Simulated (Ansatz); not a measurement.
## Molecular dynamics of Li

input.yaml

```yaml
accuracy: low
crystal:
  lattice:
    - [7.312873, 0.0, 0.0]
    - [0.0, 7.312873, 0.0]
    - [0.0, 0.0, 7.312873]
  atoms:
    - { symbol: Li, position: [0.07041819, 0.11011464, 0.00962902] }
    - { symbol: Li, position: [0.5103773, 0.0128169, 0.06367712] }
    - { symbol: Li, position: [0.06400465, 0.41553992, 0.13395978] }
    - { symbol: Li, position: [-0.05962166, -0.02997977, 0.65251427] }
    - { symbol: Li, position: [0.30982844, 0.26230912, 0.34742136] }
    - { symbol: Li, position: [0.40930533, 0.57266894, 0.12562813] }
    - { symbol: Li, position: [0.48640801, 0.00300087, 0.58704908] }
    - { symbol: Li, position: [0.78468358, 0.13998396, 0.42217381] }
    - { symbol: Li, position: [-0.09440173, 0.40552745, 0.66496095] }
    - { symbol: Li, position: [0.2363213, 0.95433899, 0.35980524] }
    - { symbol: Li, position: [0.40737515, 0.22241001, 0.80500255] }
    - { symbol: Li, position: [0.57584529, 0.6856123, 0.53964802] }
    - { symbol: Li, position: [0.8945002, 0.75657715, 0.34329562] }
    - { symbol: Li, position: [0.71018665, 0.33310941, 0.92556563] }
    - { symbol: Li, position: [0.23319659, 0.72161384, 0.73895763] }
    - { symbol: Li, position: [0.76649929, 0.76366306, 0.85374618] }
basis:
  ecutwfc: 420.0
kpoints:
  mp_grid: { grid: [2, 2, 2] }
hamiltonian:
  xc: pbe
scf:
  occupations: { method: fermi_dirac, width: 0.11 }
  lower_state_search: "off"
md:
  timestep: 1
  n_steps: 360
  ensemble: nvt_langevin
  temperature: 1040.0
  initial_velocities: maxwell_boltzmann
  seed: 638080
  friction: 0.02
  temperature_schedule:
    - { n_steps: 270, end_temperature: 300.0 }
    - { n_steps: 90, end_temperature: 300.0 }
```

Launched with:

```bash
$ ansatz run input.yaml --threads 1 --pin off --max-ram 3072MiB --backend cpu --events-out ev --progress --plain --runs-dir out
```

It goes on from the last frame of an earlier run, with new velocities.

Output, in part (step lines):

```
md step     0: t =     0.00 fs  T =   975.0 K (target 1040.0 K)  F+E_penalty+E_count = -3271.31793523 eV  E_kin = 2.016456 eV  (7 SCF iters)
md step     1: t =     1.00 fs  T =  1005.9 K (target 1038.6 K)  F+E_penalty+E_count = -3271.31265864 eV  E_kin = 2.080352 eV  (6 SCF iters)
md step     2: t =     2.00 fs  T =   911.3 K (target 1035.9 K)  F+E_penalty+E_count = -3271.32068909 eV  E_kin = 1.884786 eV  (6 SCF iters)
md step     3: t =     3.00 fs  T =   952.8 K (target 1033.1 K)  F+E_penalty+E_count = -3271.34050349 eV  E_kin = 1.970454 eV  (6 SCF iters)
md step     4: t =     4.00 fs  T =  1034.4 K (target 1030.4 K)  F+E_penalty+E_count = -3271.36333719 eV  E_kin = 2.139253 eV  (6 SCF iters)
md step     5: t =     5.00 fs  T =  1007.3 K (target 1027.7 K)  F+E_penalty+E_count = -3271.39099529 eV  E_kin = 2.083316 eV  (5 SCF iters)
md step     6: t =     6.00 fs  T =   868.7 K (target 1024.9 K)  F+E_penalty+E_count = -3271.42154801 eV  E_kin = 1.796541 eV  (5 SCF iters)
md step     7: t =     7.00 fs  T =   908.7 K (target 1022.2 K)  F+E_penalty+E_count = -3271.44918438 eV  E_kin = 1.879319 eV  (5 SCF iters)
[... lines left out ...]
md step   359: t =   359.00 fs  T =   293.7 K (target 300.0 K)  F+E_penalty+E_count = -3273.74243833 eV  E_kin = 0.607405 eV  (5 SCF iters)
md step   360: t =   360.00 fs  T =   290.7 K (target 300.0 K)  F+E_penalty+E_count = -3273.74227822 eV  E_kin = 0.601224 eV  (5 SCF iters)
```

The steps, from the saved trajectory:

| time (fs) | T (K) | potential energy less start (eV) |
| --- | --- | --- |
| 0.0 | 975 | 0.000 |
| 12.0 | 1059 | -0.261 |
| 24.0 | 831 | -0.342 |
| 36.0 | 1264 | -0.657 |
| 48.0 | 1125 | -0.558 |
| 60.0 | 860 | -0.078 |
| 72.0 | 729 | 0.005 |
| 84.0 | 1019 | -0.829 |
| 96.0 | 1156 | -1.221 |
| 108.0 | 1040 | -1.351 |
| 120.0 | 1022 | -1.389 |
| 132.0 | 762 | -1.540 |
| 144.0 | 839 | -1.543 |
| 156.0 | 572 | -1.014 |
| 168.0 | 726 | -1.004 |
| 180.0 | 724 | -1.347 |
| 192.0 | 776 | -1.575 |
| 204.0 | 515 | -1.557 |
| 216.0 | 524 | -1.504 |
| 228.0 | 657 | -1.634 |
| 240.0 | 501 | -1.581 |
| 252.0 | 390 | -1.546 |
| 264.0 | 402 | -1.784 |
| 276.0 | 457 | -2.056 |
| 288.0 | 434 | -2.215 |
| 300.0 | 453 | -2.309 |
| 312.0 | 585 | -2.377 |
| 324.0 | 392 | -2.375 |
| 336.0 | 333 | -2.400 |
| 348.0 | 371 | -2.420 |
| 360.0 | 291 | -2.424 |

The run went to its last step. The schedule's set-point averaged 362 K over the second half and the system 486 K, so it lags behind the ramp. A run of 0.36 ps of so small a system gives no equilibrium averages. Limits of this set-up: coarse k mesh, low accuracy level.

Mean squared displacements from the first frame to the last, about the centre of mass: Li 0.97 Å².

Last frame:

```xyz
16
Lattice="7.3129 0.0000 0.0000 0.0000 7.3129 0.0000 0.0000 0.0000 7.3129" Properties=species:S:1:pos:R:3
Li 0.035 0.353 0.715
Li 3.636 0.560 0.898
Li 0.401 4.587 0.516
Li -0.101 0.711 4.271
Li 1.735 2.539 2.077
Li 3.835 4.231 1.122
Li 3.891 0.676 4.173
Li 5.831 2.111 2.397
Li 0.161 4.021 4.130
Li 1.615 6.272 2.606
Li 2.169 2.348 6.449
Li 4.104 3.683 4.275
Li 5.781 6.000 2.582
Li 5.161 2.295 6.611
Li 2.197 6.194 5.911
Li 5.495 5.937 5.606
```

Run time: 24 min on 1 thread of Arm Neoverse V1 (shared host), peak memory 0.61 GiB.
